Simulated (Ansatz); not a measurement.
# PbSe (Clausthalite) (Fm-3m) in Ansatz: settings compared, part 2 of 2

Ansatz 0.2.0.

### Step 3. Band structure, BLYP

input.yaml reads:

```yaml
crystal:
  lattice:
    - [0.0, 3.06065, 3.06065]
    - [3.06065, 0.0, 3.06065]
    - [3.06065, 3.06065, 0.0]
  atoms:
    - { symbol: Pb, position: [0.0, 0.0, 0.0] }
    - { symbol: Se, position: [0.5, 0.5, 0.5] }
hamiltonian:
  xc: blyp
  pseudopotentials: { kind: paw }
kpoints:
  mp_grid: { grid: [8, 8, 8] }
  band_path:
    path:
      - [[0.0, 0.0, 0.0], [0.5, 0.0, 0.5], [0.5, 0.25, 0.75], [0.375, 0.375, 0.75], [0.0, 0.0, 0.0], [0.5, 0.5, 0.5], [0.625, 0.25, 0.625], [0.5, 0.25, 0.75], [0.5, 0.5, 0.5], [0.375, 0.375, 0.75]]
      - [[0.625, 0.25, 0.625], [0.5, 0.0, 0.5]]
    npoints: 14
scf:
  occupations: { method: fermi_dirac, width: 0.05 }
  n_extra_bands: 6
output:
  forces: true
  stress: true
  eigenvalues: true
  fatbands: false
  write_density: true
  write_potential: true
  elf: true
  volumetric_format: npy
```

Potentials or basis: Ansatz PAW.

Run with:

```
$ ansatz run input.yaml --threads 2 --pin off --max-ram 5632MiB --backend cpu --events-out ev --progress --plain --runs-dir out
```

What it wrote:

```text
Warning: RAYON_NUM_THREADS=2 ignored (pool sized by the plan → 2); use --threads N
scf.n_extra_bands = 6 over 15 filled bands (N_el = 30.0): the run solves 21 bands
Engine: ansatz 0.2.0, aarch64-unknown-linux-gnu
Pseudopotentials: kind: paw
Pseudopotential: Pb, paw, valence charge 14, recommended cutoff 420 eV (normal), Pb.paw.azcp
Pseudopotential: Se, paw, valence charge 16, recommended cutoff 420 eV (normal), Se.paw.azcp
Functional definition: BLYP
  parameter beta = 0.0042
  parameter a = 0.04918
  parameter b = 0.132
  parameter c = 0.2533
  parameter d = 0.349
  exchange = b88_x(beta = beta)
  correlation = lyp_c(a = a, b = b, c = c, d = d)
Crystal: 2 atoms, lattice volume = 57.342 Å³
Basis set: ecut = 420 eV, 1139 PW (Γ), exchange–correlation on 60×60×60 points (8 copies of the dense FFT grid, shifted against one another)
Bands: 21, of which v1, the nominal top of the filled ones, is band 15 counted from 1 (14 counted from 0)
Symmetry: 48 space group operations
Space group: Fm-3m (ITA 225), of the structure as read, at distance tolerance 3.9e-5 Å
k-points: 29 of 512
Non-local potential: Pb, projectors of the file, l = 0: 2, l = 1: 2, l = 2: 2, l = 3: 2
Non-local potential: Se, projectors of the file, l = 0: 2, l = 1: 2, l = 2: 3, l = 3: 1
PAW form: soft (Blöchl's): semilocal exchange-correlation on the pseudo side does not see the compensation charge
PAW frozen core: Pb, regenerated for the run's functional, and the local potential with it (the file was generated under x = pbe(κ = 0.804, μ = 0.2195149727645171), c = pbe(β = 0.06672455060314922))
PAW frozen core: Se, regenerated for the run's functional, and the local potential with it (the file was generated under x = pbe(κ = 0.804, μ = 0.2195149727645171), c = pbe(β = 0.06672455060314922))
PAW one-centre angular grid: Pb, 590 points (default); XC on 64 Gauss nodes
PAW one-centre angular grid: Se, 590 points (default); XC on 64 Gauss nodes
Initial density: superposition of atomic densities (neutral atoms: chi_scale 0, normalization atom), corrected by the library's trained network
Initial wavefunctions: pseudopotential atomic-orbital guess
Functional: x = b88, c = lyp
SCF iter   1: F=—  HF=-17415.973095 eV  |F-HF|=—  |Δ(HF+E_count)|=         —  Δρ=7.57e-3  dr2=4.28e-2  ethr=1.77e-3  ⟨swp⟩=6.4  Hψ=3051  notcnv=0  defer=1
preconditioner: auto → none  [insulator: Δε(μ)=0.489 eV  Ē_g=17.253 eV  σ=0.050 eV  W_gap=0.99  n_scr=14 (ndim 8)  ℏωp=21.9 eV  f_vac=0.019  D(μ)=0.00/eV (n_scr^D=0)  ε∞_Penn≈2.6]
SCF iter   2: F=—  HF=-17415.961506 eV  |F-HF|=—  |Δ(HF+E_count)|=   1.16e-2  Δρ=2.05e-3  dr2=4.80e-3  ethr=1.43e-4  ⟨swp⟩=2.1  Hψ=1057  notcnv=0  defer=46
SCF iter   3: F=—  HF=-17415.959679 eV  |F-HF|=—  |Δ(HF+E_count)|=   1.83e-3  Δρ=1.18e-3  dr2=6.03e-4  ethr=1.60e-5  ⟨swp⟩=2.0  Hψ=1119  notcnv=0  defer=46
SCF iter   4: F=—  HF=-17415.959571 eV  |F-HF|=—  |Δ(HF+E_count)|=   1.09e-4  Δρ=2.07e-4  dr2=2.49e-5  ethr=2.01e-6  ⟨swp⟩=2.6  Hψ=843  notcnv=0  defer=46
SCF iter   5: F=—  HF=-17415.959571 eV  |F-HF|=—  |Δ(HF+E_count)|=   5.07e-7  Δρ=3.90e-5  dr2=6.71e-7  ethr=8.30e-8  ⟨swp⟩=2.0  Hψ=691  notcnv=0  defer=46
SCF iter   6: F=-17415.959572 eV  HF=-17415.959572 eV  |F-HF|=5.08e-8  |Δ(HF+E_count)|=   6.29e-7  Δρ=9.79e-6  dr2=2.74e-8  ethr=3.33e-10  ⟨swp⟩=12.8  Hψ=4609  notcnv=0
SCF 1 converged in 6 iterations: F = -17415.959572 eV  dr2 = 2.74e-8
NSCF: frozen V_eff on 142 k-points
SCF converged after 6 iterations
Free energy (F): -17415.959572 eV
Harris-Foulkes:  -17415.959572 eV  (|F-HF|=5.08e-8)
Internal energy: -17415.959443 eV  (E = F + TS)
E sigma→0 (E₀):  -17415.959508 eV
Entropy (-TS):   -0.000128 eV (-0.064 meV/atom)
Fermi energy:    9.610087 eV
--- Per-component energies (eV) ---
  E_band       = -412.729175
  E_kinetic    = 408.510365
  E_local      = -3527.969717  (includes V_loc(G=0)·N_el)
  E_nonlocal   = -251.694354
  E_hartree    = 1646.809617
  E_xc         = -322.872048
  E_vxc        = -227.242525  (∫ρ·V_xc dr)
  E_paw        = -12357.182516  (= ΣΔE_a)
  E_vpaw       = -107.953139  (= ΣTr[D̂ρ^β])
  E_aug_tail   = -0.000511  (compensation charges beyond the density's cutoff)
  E_ewald      = -3011.707258
  E_core_change = 0.146979  (= ΣΔE_core)
  E_smearing   = -0.000128  (= −TS)
  E_closure    = 0.000000  (closes the sum)
  Σ components = -17415.959572   (vs F -17415.959572, Δ=0.00e0)
--- Forces (eV/Å), atoms counted from 1 ---
  atom   1  Pb    -0.00000000     0.00000000    -0.00000000
  atom   2  Se    -0.00000000     0.00000000    -0.00000000
  max |Σ_I F_I| component: 3.22e-30 eV/Å
--- Stress (GPa, compression-positive) ---
        5.873405       0.000000      -0.000000
        0.000000       5.873405       0.000000
       -0.000000       0.000000       5.873405
  P = ⅓ Tr σ = 5.8734 GPa (58.734 kbar)
--- Band table (eV; the first three rows and the last of 29) ---
  k-point 0: bands = ["-37.7100", "-37.7100", "-37.7070", "-37.7070", "-37.7070", "-7.4526", "-7.4526", "-7.4526", "-7.4506", "-7.4506", "-4.1881", "2.9702", "7.5615", "7.5615", "7.5615", "14.0379", "14.0379", "14.0379", "16.1792", "16.1792", "16.1792"]
  k-point 1: bands = ["-37.7100", "-37.7100", "-37.7070", "-37.7070", "-37.7070", "-7.4546", "-7.4546", "-7.4520", "-7.4475", "-7.4475", "-4.0714", "2.5934", "7.6052", "7.6052", "7.8272", "13.0714", "13.4065", "13.4065", "16.0435", "16.5107", "16.5107"]
  k-point 2: bands = ["-37.7100", "-37.7100", "-37.7070", "-37.7070", "-37.7070", "-7.4631", "-7.4631", "-7.4508", "-7.4362", "-7.4362", "-3.7516", "1.7526", "7.7320", "7.7320", "8.3756", "11.6357", "12.3191", "12.3191", "16.2619", "17.3632", "17.3632"]
  k-point 28: bands = ["-37.7100", "-37.7099", "-37.7070", "-37.7070", "-37.7069", "-7.5413", "-7.4513", "-7.4404", "-7.4404", "-7.4089", "-2.7530", "1.2960", "5.2812", "5.2812", "8.6307", "11.2993", "14.4563", "14.4563", "17.2635", "17.2635", "21.3948"]
```

bands.tsv:

```text
# k_distance	band_0	band_1	band_2	band_3	band_4	band_5	band_6	band_7	band_8	band_9	band_10	band_11	band_12	band_13	band_14	band_15	band_16	band_17	band_18	band_19	band_20
# fermi_ev = 9.610087
[... 158 lines left out ...]
6.537118	-47.320108	-47.320020	-47.317124	-47.316986	-47.316984	-17.186353	-17.079771	-17.042495	-17.019239	-17.019078	-12.392862	-7.728192	-5.056054	-3.361846	-3.352043	3.858422	5.285725	5.303316	5.823793	11.332671	11.720392
6.563039	-47.320107	-47.320018	-47.317125	-47.316985	-47.316984	-17.186929	-17.080040	-17.042219	-17.019027	-17.018984	-12.393391	-7.714240	-5.062333	-3.369932	-3.367461	3.847719	5.319380	5.323666	5.833902	11.292972	11.676260
6.588961	-47.320107	-47.320016	-47.317124	-47.316984	-47.316984	-17.187120	-17.080126	-17.042121	-17.018952	-17.018952	-12.393572	-7.709547	-5.064427	-3.372630	-3.372630	3.843987	5.330722	5.330722	5.837284	11.279723	11.661412
```

rho_z.tsv:

```text
# z_ang	rho[e/angstrom^3]
# format = ansatz-planar-average/11
# lattice	0.000000000	3.060650000	3.060650000
# lattice	3.060650000	0.000000000	3.060650000
# lattice	3.060650000	3.060650000	0.000000000
# sites	2
# site	82	0.000000000	0.000000000	0.000000000
# site	34	3.060650000	3.060650000	3.060650000
0.000000	7.121075e-1
0.144280	6.868338e-1
0.288561	6.187046e-1
0.432841	5.265924e-1
0.577122	4.307150e-1
0.721402	3.464506e-1
[... 22 lines left out ...]
4.039852	6.187046e-1
4.184132	6.868338e-1
```

Run time: 3.3 s. Hardware: 2 threads of Arm Neoverse V1, shared host; peak memory 0.36 GiB.

Results:

| Item | Value |
| --- | --- |
| Free energy | -17415.9596 eV |
| Pressure | 5.9 GPa |
| Band gap on the k mesh | 0.41 eV, direct |
| Band gap along the path | 0.41 eV, direct |

Levels at the corners of the path, in eV from the valence-band top:
| point | band 11 | band 12 | band 13 | band 14 | band 15 | band 16 | band 17 | band 18 | band 19 | band 20 |
| --- | --- | --- | --- | --- | --- | --- | --- | --- | --- | --- |
| Γ | -13.59 | -6.43 | -1.84 | -1.84 | -1.84 | 4.63 | 4.63 | 4.63 | 6.78 | 6.78 |
| X | -12.19 | -7.50 | -4.86 | -3.17 | -3.17 | 4.05 | 5.54 | 5.54 | 6.04 | 11.49 |
| W | -12.16 | -8.11 | -4.12 | -4.12 | -0.77 | 1.90 | 5.05 | 5.05 | 7.86 | 7.86 |
| K | -12.20 | -8.12 | -4.46 | -2.66 | -2.34 | 3.45 | 3.98 | 5.47 | 6.07 | 10.34 |
| Γ | -13.59 | -6.43 | -1.84 | -1.84 | -1.84 | 4.63 | 4.63 | 4.63 | 6.78 | 6.78 |
| L | -12.54 | -8.85 | -1.41 | -1.41 | 0.00 | 0.41 | 1.71 | 1.71 | 8.91 | 10.34 |
| U | -12.20 | -8.12 | -4.46 | -2.66 | -2.34 | 3.45 | 3.98 | 5.47 | 6.07 | 10.34 |
| W | -12.16 | -8.11 | -4.12 | -4.12 | -0.77 | 1.90 | 5.05 | 5.05 | 7.86 | 7.86 |
| L | -12.54 | -8.85 | -1.41 | -1.41 | 0.00 | 0.41 | 1.71 | 1.71 | 8.91 | 10.34 |
| K | -12.20 | -8.12 | -4.46 | -2.66 | -2.34 | 3.45 | 3.98 | 5.47 | 6.07 | 10.34 |
| U | -12.20 | -8.12 | -4.46 | -2.66 | -2.34 | 3.45 | 3.98 | 5.47 | 6.07 | 10.34 |
| X | -12.19 | -7.50 | -4.86 | -3.17 | -3.17 | 4.05 | 5.54 | 5.54 | 6.04 | 11.49 |

Caveat: spin-orbit coupling is left out, which as a rule narrows the gap of such compounds by several tenths of an eV; the PAW data sets come from PBE, with cores solved anew for the run's functional, which leaves a small shift of forces and pressure.

### Step 4. How close it comes

Step 3. A measured gap of PbSe is 0.15 eV (direct; 4.2 K; a printed reference work, monograph); the calculated 0.41 eV misses it by +0.26 eV. 2 values of this kind are on record (0.15 to 0.28 eV); this one was drawn at random. Spin-orbit coupling on Pb, Se is left out. The value is that of BLYP, without temperature or zero-point motion.
